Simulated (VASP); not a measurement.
A run of VASP 6.6.1 is set up as follows.

INCAR

```
ALGO = Normal
EDIFF = 1E-6
ENCUT = 500
GGA = PE
GGA_COMPAT = F
ISIF = 2
ISMEAR = 0
LASPH = T
LCHARG = F
LREAL = F
LWAVE = F
NBANDS = 16
NELM = 120
PREC = Accurate
SIGMA = 0.01
```

Contents of KPOINTS:

```
k-points
0
Gamma
  5 5 5
```

The input POSCAR:

```
GaSb
1.0
    4.3260790000      0.0000000000      0.0000000000
    2.1630395000      3.7464943128      0.0000000000
    2.1630395000      1.2488314376      3.5322287123
Ga Sb
1 1
Direct
    0.0000000000      0.0000000000      0.0000000000
    0.2500000000      0.2500000000      0.2500000000
```

Potentials or basis: VASP PAW PBE potentials, release 64 (Ga_d, Sb).

Launch:

```console
$ cat potpaw_PBE.64/Ga_d/POTCAR potpaw_PBE.64/Sb/POTCAR > POTCAR
$ mpirun -np 1 vasp_std > vasp.out
```

Q: What does it give for the pressure?

A: 2.4 GPa.

Q: Predict the band gap on the k mesh.

A: 0.03 eV, direct.

Caveat: spin-orbit coupling is left out, which moves the levels of the heavy elements.

**Measured values to compare with.**

A printed reference work, data compilation reports, for a bulk crystal of GaSb at 4.2 K: band gap 0.811 eV (direct).

A measured gap of GaSb is 0.811 eV (direct; 4.2 K; a printed reference work, data compilation); the calculated 0.03 eV misses it by -0.78 eV. Spin-orbit coupling on Ga, Sb is left out. The value is that of PBE on a finite k mesh, which can miss the band edges, without temperature or zero-point motion. Semilocal functionals fall short of measured gaps as a rule.
